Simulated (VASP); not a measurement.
# Mesh, vacuum, cutoff and functional for a single sheet of PtSe2, part 3 of 4

Aim: find which settings matter for a slab model of a single sheet of PtSe2, and what they cost.

VASP 6.6.1, plane waves and PAW; the level of theory is named at each step.

So far. Step 9 (Another vacuum, vacuum width 24): Against the base run its depth below the vacuum changes by +0.00 eV and the energy by -0.2 meV an atom.

## 11. A lower cutoff, ENCUT 210

Level of this step: PBE; plane waves and PAW (Se, Pt) (VASP).

A lower cutoff is cheaper, and the test is whether a potential difference survives it better than the total energy.

Contents of INCAR:

```
SYSTEM = PtSe2
PREC = Normal
ENCUT = 210
EDIFF = 1E-06
NELM = 120
ISMEAR = 0
SIGMA = 0.05
LREAL = .FALSE.
ALGO = Normal
GGA = PE
NBANDS = 17
LASPH = .TRUE.
LORBIT = 11
LWAVE = .FALSE.
LCHARG = .FALSE.
KPAR = 4
IDIPOL = 3
LDIPOL = .TRUE.
DIPOL = 0.5 0.5 0.5
LVHAR = .TRUE.
LVACPOTAV = .TRUE.
```

Contents of POSCAR:

```
PtSe2
1.0
    3.7240000000      0.0000000000      0.0000000000
   -1.8620000000      3.2250786040      0.0000000000
    0.0000000000      0.0000000000     17.5310000000
Se Pt
2 1
Direct
    0.3333333330      0.6666666670      0.5721864130
    0.6666666670      0.3333333330      0.4278135870
    0.0000000000      0.0000000000      0.5000000000
```

Contents of KPOINTS:

```
Automatic mesh
0
Gamma
9 9 1
0 0 0
```

Potentials, in the order of the species: Se and Pt (PBE family, release 64).

Run with:

```bash
$ mpirun -np 4 vasp_std
```

The program printed:

```text
[... set-up lines as in an earlier step ...]
 entering main loop
       N       E                     dE             d eps       ncg     rms          rms(c)
DAV:   1     0.110568659937E+03    0.11057E+03   -0.51716E+03   432   0.479E+02
DAV:   2    -0.620439087209E+01   -0.11677E+03   -0.11179E+03   567   0.144E+02
DAV:   3    -0.149909054562E+02   -0.87865E+01   -0.87433E+01   485   0.488E+01
DAV:   4    -0.151140923255E+02   -0.12319E+00   -0.12312E+00   533   0.630E+00
[...]
DAV:  17    -0.142214772654E+02   -0.20091E-05   -0.85164E-07   428   0.652E-03    0.104E-02
DAV:  18    -0.142214795433E+02   -0.22779E-05   -0.37273E-06   495   0.940E-03    0.481E-03
DAV:  19    -0.142214802816E+02   -0.73827E-06   -0.35193E-08   440   0.116E-03
 [... a notice as in an earlier step ...]

   1 F= -.14221480E+02 E0= -.14221480E+02  d E =-.135917E-15
 [... a notice as in an earlier step ...]
```

Elapsed: 4.2 s, on 4 MPI ranks of Intel Xeon Platinum 8488C (Sapphire Rapids), shared host; peak memory 0.5 GiB.

From OUTCAR (step 11):

```text
  Total        0.0204584      0.0204584     -0.0836894      0.0000000     -0.0000000      0.0000000
  in kB        0.1556772      0.1556772     -0.6368314      0.0000000     -0.0000000      0.0000000
  external PRESSURE =      -0.1084924 kB  Pullay stress =       0.0000000 kB

 POSITION                                       TOTAL-FORCE (eV/Angst)
 -----------------------------------------------------------------------------------
     -0.00000      2.15005     10.03100         0.000000      0.000000      0.660324
      1.86200      1.07503      7.50000        -0.000000     -0.000000     -0.660324
      0.00000      0.00000      8.76550         0.000000      0.000000      0.000000
 -----------------------------------------------------------------------------------
    total drift:                               -0.000000     -0.000000      0.000000

  FREE ENERGIE OF THE ION-ELECTRON SYSTEM (eV)
  ---------------------------------------------------
  free  energy   TOTEN  =       -14.2214802816 eV

  energy  without entropy=      -14.2214802816  energy(sigma->0) =      -14.22148028

[... 1 part as in an earlier step ...]

[... 2 further parts left out ...]
[key lines of the parts left out:]
E-fermi :  -2.2595
```

This step gave:

| Quantity | Value |
| --- | --- |
| electronic cycles | 19 |
| free energy (TOTEN) | -14.22 eV |
| Fermi energy | -2.260 eV |
| ionisation potentials of the upper and lower face | 5.759, 5.760 eV |
| electron affinities of the upper and lower face | 4.306, 4.307 eV |
| highest filled level below the vacuum | 5.759 eV |
| gap on the k-mesh | 1.453 eV |
| least direct gap on the k-mesh | 1.473 eV |

Against the base run its depth below the vacuum changes by +0.00 eV and the energy by +11.3 meV an atom. The program printed no vacuum level, so the number is read from the planar average a third of the way across the gap.

## 12. A lower cutoff, ENCUT 280

Changes to INCAR since step 11:

```diff
@@ -2,3 +2,3 @@
 PREC = Normal
-ENCUT = 210
+ENCUT = 280
 EDIFF = 1E-06
```

POSCAR is that of step 11.

KPOINTS is that of step 11.

Run with:

```bash
$ mpirun -np 4 vasp_std
```

The program printed:

```text
[... set-up lines as in an earlier step ...]
 entering main loop
       N       E                     dE             d eps       ncg     rms          rms(c)
DAV:   1     0.125061698175E+03    0.12506E+03   -0.58753E+03   416   0.604E+02
DAV:   2    -0.432466469306E+01   -0.12939E+03   -0.12466E+03   556   0.155E+02
DAV:   3    -0.149494202487E+02   -0.10625E+02   -0.10545E+02   491   0.539E+01
DAV:   4    -0.151136029389E+02   -0.16418E+00   -0.16403E+00   526   0.738E+00
[...]
DAV:  17    -0.142660289687E+02   -0.54118E-05   -0.61739E-07   401   0.407E-03    0.155E-02
DAV:  18    -0.142660342468E+02   -0.52781E-05   -0.99679E-06   507   0.147E-02    0.766E-03
DAV:  19    -0.142660350099E+02   -0.76314E-06   -0.40438E-07   432   0.335E-03
 [... a notice as in an earlier step ...]

   1 F= -.14266035E+02 E0= -.14266035E+02  d E =-.222452E-17
```

The job ended after 4.8 s (4 MPI ranks; peak memory 0.58 GiB).

OUTCAR, selected parts (step 12):

```text
  Total        1.8444926      1.8444926      1.6749013     -0.0000000      0.0000000      0.0000000
  in kB       14.0355953     14.0355953     12.7450964     -0.0000000      0.0000000      0.0000000
  external PRESSURE =      13.6054290 kB  Pullay stress =       0.0000000 kB

 POSITION                                       TOTAL-FORCE (eV/Angst)
 -----------------------------------------------------------------------------------
     -0.00000      2.15005     10.03100        -0.000000      0.000000      0.667698
      1.86200      1.07503      7.50000         0.000000     -0.000000     -0.667698
      0.00000      0.00000      8.76550         0.000000      0.000000     -0.000000
 -----------------------------------------------------------------------------------
    total drift:                                0.000000      0.000000      0.000000

  FREE ENERGIE OF THE ION-ELECTRON SYSTEM (eV)
  ---------------------------------------------------
  free  energy   TOTEN  =       -14.2660350099 eV

  energy  without entropy=      -14.2660350099  energy(sigma->0) =      -14.26603501

[... 1 part as in an earlier step ...]

[... 2 further parts left out ...]
[key lines of the parts left out:]
E-fermi :  -2.2424
```

This step gave:

```yaml
free_energy_toten: -14.27 eV
fermi_energy: -2.242 eV
vacuum_levels: 3.213, 3.213 eV
ionisation_potentials_of_the_upper_and_lower_face: 5.749, 5.749 eV
electron_affinities_of_the_upper_and_lower_face: 4.287, 4.287 eV
highest_filled_level_below_the_vacuum: 5.749 eV
gap_on_the_k_mesh: 1.462 eV
least_direct_gap_on_the_k_mesh: 1.483 eV
```

Against the base run its depth below the vacuum changes by -0.01 eV and the energy by -3.5 meV an atom.

## 13. Another smearing width, SIGMA 0.02

The width trades sharpness at the Fermi level against the mesh needed.

Changes to INCAR since step 12:

```diff
@@ -2,3 +2,3 @@
 PREC = Normal
-ENCUT = 280
+ENCUT = 350
 EDIFF = 1E-06
@@ -6,3 +6,3 @@
 ISMEAR = 0
-SIGMA = 0.05
+SIGMA = 0.02
 LREAL = .FALSE.
```

POSCAR is that of step 12.

KPOINTS is that of step 12.

Run with:

```bash
$ mpirun -np 4 vasp_std
```

The program printed:

```text
[... set-up lines as in an earlier step ...]
 entering main loop
       N       E                     dE             d eps       ncg     rms          rms(c)
DAV:   1     0.137003188828E+03    0.13700E+03   -0.64150E+03   408   0.713E+02
DAV:   2    -0.313899411565E+01   -0.14014E+03   -0.13381E+03   562   0.162E+02
[... 2 cycles as in an earlier step ...]
DAV:   5    -0.151137900304E+02   -0.30069E-02   -0.30067E-02   556   0.977E-01    0.129E+01
DAV:   6    -0.144439008564E+02    0.66989E+00   -0.48170E+00   454   0.200E+01    0.710E+00
DAV:   7    -0.143030869771E+02    0.14081E+00   -0.13006E+00   448   0.109E+01    0.332E+00
DAV:   8    -0.142578482246E+02    0.45239E-01   -0.98666E-02   530   0.306E+00    0.710E-01
[... 1 cycle as in an earlier step ...]
DAV:  10    -0.142552051974E+02   -0.15261E-03   -0.12314E-03   500   0.240E-01    0.180E-01
[... 5 cycles as in an earlier step ...]
DAV:  16    -0.142554256628E+02   -0.15941E-04   -0.14992E-05   460   0.185E-02    0.176E-02
DAV:  17    -0.142554308114E+02   -0.51486E-05   -0.52240E-07   393   0.341E-03    0.158E-02
DAV:  18    -0.142554365790E+02   -0.57675E-05   -0.89420E-06   498   0.140E-02    0.606E-03
DAV:  19    -0.142554382177E+02   -0.16387E-05   -0.25479E-07   447   0.286E-03    0.320E-03
DAV:  20    -0.142554413900E+02   -0.31723E-05   -0.21295E-07   406   0.242E-03    0.103E-03
DAV:  21    -0.142554432904E+02   -0.19004E-05   -0.72994E-08   414   0.167E-03    0.563E-04
DAV:  22    -0.142554443389E+02   -0.10484E-05   -0.23832E-08   380   0.759E-04    0.109E-03
DAV:  23    -0.142554448791E+02   -0.54025E-06   -0.18834E-08   387   0.614E-04
 [... a notice as in an earlier step ...]

   1 F= -.14255445E+02 E0= -.14255445E+02  d E =-.236981E-21
```

The job ended after 7 s (4 MPI ranks; peak memory 0.66 GiB; 23 s of CPU time).

From OUTCAR (step 13):

```text
  Total        1.8054683      1.8054683      1.6104633      0.0000000      0.0000000      0.0000000
  in kB       13.7386411     13.7386411     12.2547580      0.0000000      0.0000000      0.0000000
  external PRESSURE =      13.2440134 kB  Pullay stress =       0.0000000 kB

 POSITION                                       TOTAL-FORCE (eV/Angst)
 -----------------------------------------------------------------------------------
     -0.00000      2.15005     10.03100        -0.000000     -0.000000      0.670249
      1.86200      1.07503      7.50000         0.000000      0.000000     -0.670249
      0.00000      0.00000      8.76550         0.000000      0.000000      0.000000
 -----------------------------------------------------------------------------------
    total drift:                                0.000000     -0.000000     -0.000000

  FREE ENERGIE OF THE ION-ELECTRON SYSTEM (eV)
  ---------------------------------------------------
  free  energy   TOTEN  =       -14.2554448791 eV

  energy  without entropy=      -14.2554448791  energy(sigma->0) =      -14.25544488

[... 2 parts as in an earlier step ...]

[... 1 further part left out ...]
[key lines of the parts left out:]
E-fermi :  -2.4043
```

Numbers from this step:

```yaml
electronic_cycles: 23
free_energy_toten: -14.26 eV
fermi_energy: -2.404 eV
vacuum_levels: 3.222, 3.222 eV
ionisation_potentials_of_the_upper_and_lower_face: 5.757, 5.757 eV
electron_affinities_of_the_upper_and_lower_face: 4.297, 4.297 eV
highest_filled_level_below_the_vacuum: 5.757 eV
gap_on_the_k_mesh: 1.460 eV
least_direct_gap_on_the_k_mesh: 1.481 eV
```

Against the base run its depth below the vacuum changes by +0.00 eV and the energy by +0.0 meV an atom.

## 14. Another smearing width, SIGMA 0.4

Changes to INCAR since step 13:

```diff
@@ -6,3 +6,3 @@
 ISMEAR = 0
-SIGMA = 0.02
+SIGMA = 0.4
 LREAL = .FALSE.
```

POSCAR is that of step 13.

KPOINTS is that of step 13.

Run with:

```bash
$ mpirun -np 4 vasp_std
```

The program printed:

```text
[... set-up lines as in an earlier step ...]
 entering main loop
       N       E                     dE             d eps       ncg     rms          rms(c)
DAV:   1     0.136884162580E+03    0.13688E+03   -0.64150E+03   408   0.713E+02
DAV:   2    -0.313983723551E+01   -0.14002E+03   -0.13408E+03   562   0.162E+02
DAV:   3    -0.149248333701E+02   -0.11785E+02   -0.11711E+02   483   0.575E+01
DAV:   4    -0.151108562631E+02   -0.18602E+00   -0.18586E+00   524   0.808E+00
[...]
DAV:  21    -0.142557481732E+02   -0.19880E-05   -0.79515E-08   414   0.170E-03    0.542E-04
DAV:  22    -0.142557492852E+02   -0.11121E-05   -0.25822E-08   380   0.790E-04    0.111E-03
DAV:  23    -0.142557498002E+02   -0.51502E-06   -0.17340E-08   388   0.592E-04
 [... a notice as in an earlier step ...]

   1 F= -.14255750E+02 E0= -.14254226E+02  d E =-.304681E-02
```

Wall time 7 s (4 MPI ranks); peak memory 0.67 GiB.

OUTCAR, selected parts (step 14):

```text
  Total        1.8093860      1.8093860      1.6106281      0.0000000      0.0000000     -0.0000000
  in kB       13.7684531     13.7684531     12.2560126      0.0000000      0.0000000     -0.0000000
  external PRESSURE =      13.2643063 kB  Pullay stress =       0.0000000 kB

 POSITION                                       TOTAL-FORCE (eV/Angst)
 -----------------------------------------------------------------------------------
     -0.00000      2.15005     10.03100        -0.000000      0.000000      0.670348
      1.86200      1.07503      7.50000         0.000000      0.000000     -0.670348
      0.00000      0.00000      8.76550        -0.000000      0.000000      0.000000
 -----------------------------------------------------------------------------------
    total drift:                                0.000000     -0.000000     -0.000000

  FREE ENERGIE OF THE ION-ELECTRON SYSTEM (eV)
  ---------------------------------------------------
  free  energy   TOTEN  =       -14.2557498002 eV

  energy  without entropy=      -14.2527029945  energy(sigma->0) =      -14.25422640

[... 2 parts as in an earlier step ...]

[... 1 further part left out ...]
[key lines of the parts left out:]
E-fermi :  -1.7365
```

Numbers from this step:

```yaml
energy_at_zero_smearing: -14.25 eV
fermi_energy: -1.736 eV
```

Against the base run its depth below the vacuum changes by +0.00 eV and the energy by +0.4 meV an atom.

## 15. Another level, functional LDA, disp none

This step: LDA; plane waves and PAW (Se, Pt) (VASP 6.6.1).

Beside the numerical settings stands the choice of exchange and correlation.

Changes to INCAR since step 14:

```diff
@@ -6,6 +6,6 @@
 ISMEAR = 0
-SIGMA = 0.4
+SIGMA = 0.05
 LREAL = .FALSE.
 ALGO = Normal
-GGA = PE
+GGA = CA
 NBANDS = 17
```

POSCAR is that of step 14.

KPOINTS is that of step 14.

Run with:

```bash
$ mpirun -np 4 vasp_std
```

The program printed:

```text
[banner, memory and clock lines left out]
running    4 mpi-ranks, on    1 nodes
 distrk:  each k-point on    1 cores,    4 groups
 distr:  one band on    1 cores,    1 groups

 POSCAR found type information on POSCAR SePt
 POSCAR found :  2 types and       3 ions
|                                                                             |
|               ----> ADVICE to this user running VASP <----                  |
|                                                                             |
|     You enforced a specific xc type in the INCAR file but a different       |
|     [... a line on the potential file left out ...]
|     I HOPE YOU KNOW WHAT YOU ARE DOING!                                     |
|                                                                             |

 LDA part: xc-table for (Slater(with rela. corr.)+CA(PZ))
 , standard interpolation
 POSCAR, INCAR and KPOINTS ok, starting setup
 FFT: planning ... GRIDC
 FFT: planning ... GRID_SOFT
 FFT: planning ... GRID
 WAVECAR not read
 entering main loop
       N       E                     dE             d eps       ncg     rms          rms(c)
DAV:   1     0.135260953021E+03    0.13526E+03   -0.64306E+03   408   0.714E+02
DAV:   2    -0.547772457927E+01   -0.14074E+03   -0.13471E+03   555   0.163E+02
DAV:   3    -0.177700774465E+02   -0.12292E+02   -0.12213E+02   491   0.583E+01
DAV:   4    -0.179684800011E+02   -0.19840E+00   -0.19825E+00   516   0.837E+00
DAV:   5    -0.179718243472E+02   -0.33443E-02   -0.33424E-02   540   0.103E+00    0.137E+01
DAV:   6    -0.171156743441E+02    0.85615E+00   -0.59390E+00   443   0.219E+01    0.670E+00
DAV:   7    -0.169192542200E+02    0.19642E+00   -0.15876E+00   447   0.121E+01    0.327E+00
DAV:   8    -0.168583617208E+02    0.60892E-01   -0.12222E-01   515   0.329E+00    0.794E-01
DAV:   9    -0.168543703670E+02    0.39914E-02   -0.25619E-02   532   0.130E+00    0.208E-01
DAV:  10    -0.168544763981E+02   -0.10603E-03   -0.12352E-03   492   0.246E-01    0.175E-01
DAV:  11    -0.168547042740E+02   -0.22788E-03   -0.29880E-04   470   0.153E-01    0.111E-01
DAV:  12    -0.168546412835E+02    0.62990E-04   -0.44129E-04   517   0.200E-01    0.536E-02
DAV:  13    -0.168546328742E+02    0.84093E-05   -0.31291E-05   485   0.328E-02    0.311E-02
DAV:  14    -0.168546461874E+02   -0.13313E-04   -0.41422E-05   463   0.286E-02    0.103E-02
DAV:  15    -0.168546702146E+02   -0.24027E-04   -0.45769E-06   485   0.121E-02    0.637E-03
DAV:  16    -0.168546865070E+02   -0.16292E-04   -0.52571E-06   455   0.810E-03    0.122E-02
DAV:  17    -0.168546912602E+02   -0.47532E-05   -0.17845E-06   422   0.889E-03    0.418E-03
DAV:  18    -0.168546961054E+02   -0.48452E-05   -0.20674E-06   421   0.748E-03    0.399E-03
DAV:  19    -0.168546991305E+02   -0.30251E-05   -0.14680E-07   414   0.231E-03    0.305E-03
DAV:  20    -0.168547020372E+02   -0.29067E-05   -0.44840E-07   420   0.306E-03    0.146E-03
DAV:  21    -0.168547034041E+02   -0.13669E-05   -0.38162E-08   421   0.122E-03    0.951E-04
DAV:  22    -0.168547039241E+02   -0.51999E-06   -0.18475E-08   387   0.698E-04
 [... a notice as in an earlier step ...]

   1 F= -.16854704E+02 E0= -.16854704E+02  d E =-.871537E-13
```

Elapsed: 5.2 s, on 4 MPI ranks; peak memory 0.61 GiB.

OUTCAR, selected parts (step 15):

```text
   NELECT =      22.0000    total number of electrons

 E-fermi :  -2.5418

 k-point     1 :       0.0000    0.0000    0.0000
  band No.  band energies     occupation
    ...
      7      -5.7064      2.00000
      8      -3.8818      2.00000
      9      -3.3394      2.00000
     10      -2.7982      2.00000
     11      -2.7982      2.00000
     12       0.3534      0.00000
     13       0.3534      0.00000
     14       1.8376      0.00000
     15       2.4983      0.00000
     16       3.0308      0.00000
    ...

  Total       -0.8201917     -0.8201917      0.0297488      0.0000000      0.0000000      0.0000000
  in kB       -6.2412170     -6.2412170      0.2263724      0.0000000      0.0000000      0.0000000
  external PRESSURE =      -4.0853538 kB  Pullay stress =       0.0000000 kB

 POSITION                                       TOTAL-FORCE (eV/Angst)
 -----------------------------------------------------------------------------------
     -0.00000      2.15005     10.03100         0.000000      0.000000      0.044741
      1.86200      1.07503      7.50000        -0.000000     -0.000000     -0.044741
      0.00000      0.00000      8.76550        -0.000000      0.000000      0.000000
 -----------------------------------------------------------------------------------
    total drift:                                0.000000     -0.000000     -0.000000

  FREE ENERGIE OF THE ION-ELECTRON SYSTEM (eV)
  ---------------------------------------------------
  free  energy   TOTEN  =       -16.8547039241 eV

  energy  without entropy=      -16.8547039241  energy(sigma->0) =      -16.85470392

 vacuum level on the upper side and lower side of the slab         3.219         3.219

[... 9 parts as in an earlier step ...]

[... 9 further parts left out ...]
```

The PAW data sets were made with PBE, though LDA sets exist; this is a small mismatch.

Numbers from this step:

```
electronic cycles                                 : 22
free energy (TOTEN)                               : -16.85 eV
Fermi energy                                      : -2.542 eV
vacuum levels                                     : 3.219, 3.219 eV
ionisation potentials of the upper and lower face : 6.006, 6.006 eV
electron affinities of the upper and lower face   : 4.609, 4.609 eV
highest filled level below the vacuum             : 6.006 eV
gap on the k-mesh                                 : 1.397 eV
least direct gap on the k-mesh                    : 1.412 eV
```

Against the base run its depth below the vacuum changes by +0.25 eV.

(Part 3 of 4 ends here.)

[Lines on the potential files, build, host, timing and source positions are cut from VASP's logs without a mark.]

[Logs are printed without paths, hosts, clocks, repeated set-up lines and the standing remarks that a program may print on its own settings, such as how far it seeks lower states.]

[Hosts, paths, dates, database ids (printed as entryN), source tags and the programs' standing remarks are cut or masked in the printed files.]

[In band tables of VASP the shares of atoms and orbitals are scaled to a sum of 1 inside the atoms' spheres.]

[Runs that stopped without an error message from VASP are left out.]
